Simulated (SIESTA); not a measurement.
Crystal: Zn.

```
Zn
1.0
     2.67000    0.00000    0.00000
    -1.33500    2.31229    0.00000
     0.00000    0.00000    4.96600
Zn
2
Direct
  0.66667 0.33333 0.75000
  0.33333 0.66667 0.25000
```

Base run:

| Quantity | Value |
| --- | --- |
| Program | SIESTA 5.4.2 |
| Functional | vdW-DF |
| Potentials or basis | PseudoDojo 0.4 standard (PBE files) |
| Basis | DZP (energy shift 0.003 Ry; two zetas on semicore shells) |
| Grid cutoff | 800 Ry |
| Energy shift | 0.003 Ry |
| k mesh | 11 × 11 × 6 |
| Occupations | fermi-dirac, width 0.05 eV |
| Spin | no spin polarisation |

Its results: band gap on the k mesh none (metal or under the smearing width); pressure 1.3 GPa.

Task: After a change of settings the same cell gave: band gap on the k mesh none (metal or under the smearing width); pressure -4.6 GPa. Which change was it?
A. functional from vdW-DF to vdW-DF-C09
B. functional from vdW-DF to vdW-DF-cx
C. functional from vdW-DF to vdW-DF2
D. functional from vdW-DF to optB88-vdW

Result: D.

Caveats: short orbitals over semicore shells can move pressures by several GPa; the valence orbitals were made in a potential fitted to the semicore shell under them, which widens gaps by tenths of an eV or more; the potentials were made for another functional, which shifts forces and pressure; the basis of atomic orbitals isn't converged, which shifts pressures, moduli and gaps.
